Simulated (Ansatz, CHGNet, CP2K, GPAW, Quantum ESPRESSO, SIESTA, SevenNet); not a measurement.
# What went wrong? GPAW on random rock-salt (Ni, Cu, Mn, Ca)O solid solution (64 atoms)

Program: GPAW 26.7.0, a calculation on a cell of 8 Ni, 32 O, 8 Mn, 8 Cu and 8 Ca, 10.8 Å³ an atom.

Contents of run.py:

```python
import numpy as np
from ase.io import read
from gpaw import GPAW, FermiDirac

atoms = read("structure.xyz")
atoms.calc = GPAW(
    mode="lcao",
    basis="dzp",
    h=0.18,
    xc="PBE",
    kpts={"size": (1, 1, 1), "gamma": True},
    occupations=FermiDirac(0.05),
    maxiter=3,
    symmetry={"point_group": False},
    txt="gpaw.txt",
)
energy = atoms.get_potential_energy(force_consistent=True)
forces = atoms.get_forces()
print(f"energy {energy:.6f} eV")
print("forces (eV/A)")
for i, (a, f) in enumerate(zip(atoms, forces)):
    print(f"{i:4d} {a.symbol:2s} {f[0]:10.5f} {f[1]:10.5f} {f[2]:10.5f}")
print(f"Fermi level {atoms.calc.get_fermi_level():.4f} eV")
for k in range(len(atoms.calc.get_ibz_k_points())):
    for s in range(atoms.calc.get_number_of_spins()):
        e = atoms.calc.get_eigenvalues(kpt=k, spin=s)
        n = np.searchsorted(e, atoms.calc.get_fermi_level())
        print(f"k {k} spin {s} levels about the Fermi level:", np.round(e[max(n - 6, 0):n], 4).tolist(), "|", np.round(e[n:n + 6], 4).tolist())
```

Contents of structure.xyz:

```xyz
64
Lattice="8.84200 0.00000 0.00000 0.00000 8.84200 0.00000 0.00000 0.00000 8.84200" Properties=species:S:1:pos:R:3:initial_magmoms:R:1 pbc="T T T"
Ni 8.78126 8.75774 0.03599 2.0
O 2.22341 8.81026 0.01609 0.0
Mn 0.02909 2.13959 2.24490 -4.5
O 2.24366 2.22429 2.23561 0.0
Cu 2.25197 0.07799 2.27301 0.7
O 0.01760 8.76764 2.29096 0.0
Ca 2.20183 2.24171 0.09532 0.0
O 0.00044 2.22208 8.76012 0.0
Ni 0.01256 0.01813 4.38263 -2.0
O 2.32403 8.71070 4.40491 0.0
Cu 8.81088 2.17363 6.54184 0.7
O 2.22465 2.15515 6.60082 0.0
Cu 2.15294 0.04801 6.62407 -0.7
O 0.03342 0.03873 6.60338 0.0
Ni 2.17602 2.17725 4.45354 -2.0
O 0.12706 2.24224 4.45796 0.0
Mn 0.06402 4.38749 8.76967 4.5
O 2.19874 4.45425 0.03935 0.0
Mn 0.04898 6.72125 2.21634 -4.5
O 2.25639 6.64414 2.17540 0.0
Cu 2.24047 4.34089 2.24198 0.7
O 0.02016 4.56680 2.26824 0.0
Ni 2.28504 6.60135 0.01539 2.0
O 8.77913 6.66625 8.82661 0.0
Ca 8.83501 4.38448 4.43727 0.0
O 2.19308 4.45743 4.43603 0.0
Ca 0.15544 6.62460 6.66811 0.0
O 2.16178 6.52319 6.61956 0.0
Ni 2.14799 4.46813 6.59896 -2.0
O 0.01450 4.47847 6.67730 0.0
Mn 2.25506 6.61779 4.35247 -4.5
O 8.82591 6.59728 4.53904 0.0
Ca 4.44487 0.02997 0.13404 0.0
O 6.63946 0.13404 0.03210 0.0
Cu 4.44010 2.22527 2.18751 0.7
O 6.66236 2.22562 2.22818 0.0
Mn 6.63601 0.04828 2.32854 -4.5
O 4.42931 8.76136 2.10095 0.0
Ni 6.67182 2.25409 0.03961 2.0
O 4.38599 2.14056 8.76322 0.0
Mn 4.44302 0.02087 4.46167 -4.5
O 6.60612 0.06154 4.43276 0.0
Cu 4.37670 2.20113 6.61594 -0.7
O 6.57986 2.19573 6.62407 0.0
Ca 6.63194 0.00088 6.65431 0.0
O 4.39288 0.07586 6.56395 0.0
Ca 6.60612 2.18000 4.40155 0.0
O 4.42383 2.14905 4.38705 0.0
Ni 4.41614 4.42905 0.06525 2.0
O 6.63424 4.45637 8.82396 0.0
Ca 4.39394 6.60082 2.19803 0.0
O 6.67049 6.55555 2.27071 0.0
Mn 6.71771 4.34558 2.17566 4.5
O 4.40217 4.46786 2.32934 0.0
Cu 6.63513 6.55723 0.02370 0.7
O 4.40765 6.57465 8.82715 0.0
Mn 4.35177 4.43745 4.43417 -4.5
O 6.68287 4.45097 4.46185 0.0
Cu 4.39722 6.63539 6.62416 0.7
O 6.62460 6.69658 6.55776 0.0
Ni 6.63804 4.45699 6.51788 -2.0
O 4.49899 4.38643 6.65290 0.0
Ca 6.69711 6.57076 4.48060 0.0
O 4.43267 6.65856 4.48342 0.0
```

On the command line:

```
$ OMP_NUM_THREADS=1 python run.py > output.txt
```

Log:

```text
gpaw.KohnShamConvergenceError
```

gpaw.txt:

```text
Input parameters:
  mode=LCAO(),
  basis={'default': 'dzp'},
  h=0.18,
  kpts=MonkhorstPack(size=(1, 1, 1), gamma=True),
  maxiter=3,
  occupations=Occupations(name='fermi-dirac', width=0.05, fixmagmom=False),
  symmetry=Symmetry(point_group=False),
  xc=XC(name='PBE')
Unit cell  # Å
| periodic |        x |        y |        z |  lengths |    angles |
|----------|----------|----------|----------|----------|-----------|
|      yes | 8.842000 | 0.000000 | 0.000000 | 8.842000 | 90.000000 |
|      yes | 0.000000 | 8.842000 | 0.000000 | 8.842000 | 90.000000 |
|      yes | 0.000000 | 0.000000 | 8.842000 | 8.842000 | 90.000000 |
Number of symmetries: 1
Symmetry operations  # r_c * U_cc + t_c -> r_c
|   | kind |            matrix            |
|---|------|------------------------------|
| 0 |  E   |  1, 0, 0,  0, 1, 0,  0, 0, 1 |
BZ-sampling:
  Number of BZ points: 1
  Number of IBZ points: 1
  Monkhorst-Pack size: [1, 1, 1]
  Monkhorst-Pack shift: [0, 0, 0]
K-points  # in reciprocal-cell coordinates
|   |                                coordinates |     weight |
[... lines left out ...]
        l=2, rc=5.3906 Bohr: 3d-sz confined orbital
        l=0, rc=2.0000 Bohr: 3s-dz split-valence wave
        l=0, rc=5.3906 Bohr: 4s-dz split-valence wave
        l=1, rc=2.2812 Bohr: 3p-dz split-valence wave
        l=1, rc=7.6719 Bohr: 4p-dz split-valence wave
        l=2, rc=3.2656 Bohr: 3d-dz split-valence wave
        l=1, rc=9.0938 Bohr: p-type Gaussian polarization
      Number of RI-basis functions 0
  Cu:
    name:    Copper
    Z:       29.0
    valence: 11
    core:    18
    LCAO basis set for Cu:
      Name: dzp
      Number of radial functions: 5
      Number of spherical harmonics: 15
        l=0, rc=8.9688 Bohr: 4s-sz confined orbital
        l=2, rc=5.1719 Bohr: 3d-sz confined orbital
        l=0, rc=5.3281 Bohr: 4s-dz split-valence wave
        l=2, rc=3.1406 Bohr: 3d-dz split-valence wave
        l=1, rc=8.9688 Bohr: p-type Gaussian polarization
      Number of RI-basis functions 0
  Ca:
    name:    Calcium
    Z:       20.0
    valence: 10
    core:    10
    LCAO basis set for Ca:
      Name: dzp
      Number of radial functions: 11
      Number of spherical harmonics: 29
        l=0, rc=3.8906 Bohr: 3s-sz confined orbital
        l=0, rc=10.7812 Bohr: 4s-sz confined orbital
        l=1, rc=4.4531 Bohr: 3p-sz confined orbital
        l=1, rc=13.9219 Bohr: 4p-sz confined orbital
        l=2, rc=8.8594 Bohr: 3d-sz confined orbital
        l=0, rc=2.2188 Bohr: 3s-dz split-valence wave
        l=0, rc=6.6719 Bohr: 4s-dz split-valence wave
        l=1, rc=2.6406 Bohr: 3p-dz split-valence wave
        l=1, rc=8.6719 Bohr: 4p-dz split-valence wave
        l=2, rc=5.1250 Bohr: 3d-dz split-valence wave
        l=1, rc=10.7812 Bohr: p-type Gaussian polarization
      Number of RI-basis functions 0
Reference energy: -1156622.534383  # eV
eigensolver:
density mixing:
  MSR1-Mixer
occupation numbers:
  Fermi-Dirac:
    width: 0.0500  # eV
FastPoissonSolver using
    Stencil: 6*3+1=19 point O(h^6) finite-difference Laplacian
xc functional:
  name: PBE with 2 nearest neighbor stencil
interpolation: tri-quintic # 5. degree polynomial
Initialization done in: 16.924 s
convergence criteria:
- Maximum [total energy] change in last 3 cyles: 0.0005 eV / valence electron
- Maximum integral of absolute [dens]ity change: 0.0001 electrons / valence electron
- Maximum integral of absolute [eigenst]ate change: 4e-08 eV^2 / valence electron
maximum number of iterations: 3
SCF iterations
|iter     |      energy | eigst |  dens |  magmom |
|---------|-------------|-------|-------|---------|
|iter:   1| -482.328534 |      c|       | -14.8621|
|iter:   2| -429.131703 |      c| -0.67 | -14.6040|
|iter:   3| -414.133973 |      c| -0.95 | -14.5055|
timing:  # [seconds]
  Total: 162.120  # ━━━━━━━━━━━━━━━━━━━━━━━━━━━━━━━━━━━━━━━━━━━━━━━━━━━━━━━━━
  Init:   16.923  # ━━━━━━
  SCF:   145.131  # ━━━━━━━━━━━━━━━━━━━━━━━━━━━━━━━━━━━━━━━━━━━━━━━━━━━
```

Run time: 2.7 min. Hardware: 1 thread of Arm Neoverse V2, shared host; peak memory 1.7 GiB.

Banners, paths, timers and routine set-up lines are dropped from the logs unmarked, and long logs keep their key lines alone; longer cuts are marked.

Q: Name the fault.

Too few SCF iterations: iteration limit 3.

The run ended unconverged.

[Also dropped from logs without a mark: logging warnings of Python, and SIESTA's first energy breakdown and zero terms.]

[Logs are printed without paths, hosts, clocks, repeated set-up lines and the standing remarks that a program may print on its own settings, such as how far it seeks lower states.]

[Hosts, paths, dates, database ids (printed as entryN), source tags and the programs' standing remarks are cut or masked in the printed files.]
